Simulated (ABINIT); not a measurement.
The system is TaN.

```xyz
2
Lattice="0.0000 2.2113 2.2113 2.2113 0.0000 2.2113 2.2113 2.2113 0.0000" Properties=species:S:1:pos:R:3 pbc="T T T"
Ta    2.2113    2.2113    2.2113
N     0.0000    0.0000    0.0000
```

The cell comes from a database or a generator and needn't be the stable form of this composition.

Program: ABINIT 10.8.3 (patched build). Alike in all runs: cell as given; cutoff (eV) 680; smearing fermi-dirac 0.05 eV. Hardware: 1 thread of Arm Neoverse V1, on a shared host.

Q: Order these runs on this cell by their wall time, lowest first.
A. task band structure; level LDA; potentials or basis JTH PAW LDA v2.0; spin SOC, no magnetisation; k mesh 10 × 10 × 10; mesh quality not flagged
B. task band structure; level BLYP; potentials or basis JTH PAW PBE v2.0; spin off; k mesh 10 × 10 × 10; mesh quality not flagged
C. task single point; level PBEsol; potentials or basis JTH PAW PBE v2.0; spin off; k mesh 6 × 6 × 6; mesh quality coarse

A: C (23 s), B (78 s), A (350 s).

Caveats: some runs use coarse meshes; the highest band is partly filled, so the run has too few bands.
